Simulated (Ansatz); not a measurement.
**CdS in Ansatz: the effect of functional**

The system is CdS.

```
CELL_PARAMETERS angstrom
0.00000 2.75324 2.75324
2.75324 0.00000 2.75324
2.75324 2.75324 0.00000
ATOMIC_POSITIONS crystal
Cd 0.00000 0.00000 0.00000
S 0.50000 0.50000 0.50000
```

Measurements of this composition are mostly on another form, of space group No. 186.

Alike in all runs:

| Property | Result |
| --- | --- |
| Program | Ansatz 0.2.0 |
| Task | single point |
| Potentials or basis | all-electron PAW datasets made for the crystal |
| k mesh | 6 × 6 × 6 |
| Occupations | fermi-dirac, width 0.05 eV |
| Spin | no spin polarisation |

```tsv
functional	cutoff	gap on the mesh (eV)	pressure (GPa)
PBE	260 eV (chosen from the basis error)	0.26	-0.4
HSE06	290 eV (chosen from the basis error)	1.24	-2.2
PBE0	290 eV (chosen from the basis error)	?	?
```

**Question.** What does the run with functional PBE0 give?

**Answer.** gap on the mesh 1.90 eV; pressure -2.3 GPa.

A k mesh can miss the band edges.

The runs don't all hold the same shells in valence.
